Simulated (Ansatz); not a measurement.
**ZnSe: band gap under strain**

Aim: follow the gap of ZnSe (zincblende) through these states: -2.0 % strain along z alone; -1.0 % strain along z alone; +1.0 % strain along z alone. The table at the end shows which levels were run.

Program: Ansatz 0.2.0. PAW datasets, plane waves. Spin-unpolarised throughout; all numbers are computed.

### Step 1. The system as given

The unstrained cell was relaxed with r2SCAN; in each strained cell the atoms were relaxed again with r2SCAN. Names of k-points are those of the unstrained zone, where strain can split equivalent points. First state: -2.0 % strain along z alone.

The symmetry is I-4m2 (No. 119, tetragonal); a = 4.006 Å, c = 5.552 Å in the conventional setting, 22.27 Å³ an atom. Zn has 4 Se at 2.44 Å; Se has 4 Zn at 2.44 Å.

As a file:

```
Zn Se
1.0
     0.00000    2.83242    2.77577
     2.83242    0.00000    2.77577
     2.83242    2.83242    0.00000
Zn Se
1 1
Cartesian
  0.0000 0.0000 0.0000
  1.4162 1.4162 1.3879
```

From earlier runs on the unstrained cell: PBE 1.29 eV, r2SCAN 1.87 eV, HSE06 2.42 eV, r2SCAN+SOC 1.75 eV, G0W0 2.27 eV (on its mesh); a = 5.665 Å.

### Step 2. -2.0 % strain along z alone: PBE

input.yaml

```yaml
crystal:
  lattice:
    - [0.0, 2.8324206844, 2.7757722707]
    - [2.8324206844, 0.0, 2.7757722707]
    - [2.8324206844, 2.8324206844, 0.0]
  atoms:
    - { symbol: Zn, position: [0.0, 0.0, 0.0] }
    - { symbol: Se, position: [0.25, 0.25, 0.25] }
kpoints:
  mp_grid: { grid: [8, 8, 8] }
  band_path:
    path:
      - [0.0, 0.0, 0.0]
      - [-0.5, -0.5, 0.0]
      - [-0.375, -0.375, 0.25]
      - [-0.375, 0.0, 0.375]
      - [0.0, 0.0, 0.5]
      - [-0.5, -0.25, 0.25]
    npoints: 1
hamiltonian:
  xc: pbe
scf:
  occupations: { method: fermi_dirac, width: 0.02 }
  n_extra_bands: 4
output:
  forces: true
  stress: true
  eigenvalues: true
```

Command:

```
$ ansatz run input.yaml --threads 2 --pin off --max-ram 18432MiB --backend cpu --events-out ev --progress --plain --runs-dir out
```

The runs that follow: -2.0 % strain along z alone: r2SCAN; -2.0 % strain along z alone: HSE06; -2.0 % strain along z alone: r2SCAN+SOC; -2.0 % strain along z alone: r2SCAN; -2.0 % strain along z alone: G0W0@PBE; -1.0 % strain along z alone: PBE; -1.0 % strain along z alone: r2SCAN; -1.0 % strain along z alone: HSE06; -1.0 % strain along z alone: r2SCAN+SOC; -1.0 % strain along z alone: r2SCAN; -1.0 % strain along z alone: G0W0@PBE; +1.0 % strain along z alone: PBE; +1.0 % strain along z alone: r2SCAN; +1.0 % strain along z alone: HSE06; +1.0 % strain along z alone: r2SCAN+SOC; +1.0 % strain along z alone: r2SCAN; +1.0 % strain along z alone: G0W0@PBE.

What does the calculation give?

The runs gave:

Least gap in eV (negative: overlap), with the change from the unstrained cell in brackets. G0W0 is on its own coarse mesh.

```
                      state  volume change (%)           PBE        r2SCAN         HSE06          G0W0
-2.0 % strain along z alone               -2.0  1.33 (+0.04)  1.90 (+0.03)  2.46 (+0.04)  2.33 (+0.06)
-1.0 % strain along z alone               -1.0  1.31 (+0.02)  1.89 (+0.02)  2.44 (+0.02)  2.30 (+0.03)
+1.0 % strain along z alone               +1.0  1.24 (-0.05)  1.81 (-0.06)  2.36 (-0.06)  2.21 (-0.06)
```

In words: The largest move of the HSE06 gap in the table is -0.058 eV, under +1.0 % strain along z alone. PBE and HSE06 differ by 1.13 eV on the unstrained gap, and by at most 0.01 eV on its change: PBE follows the response to strain far better than the gap itself. G0W0 values are finite-basis, finite-mesh values.
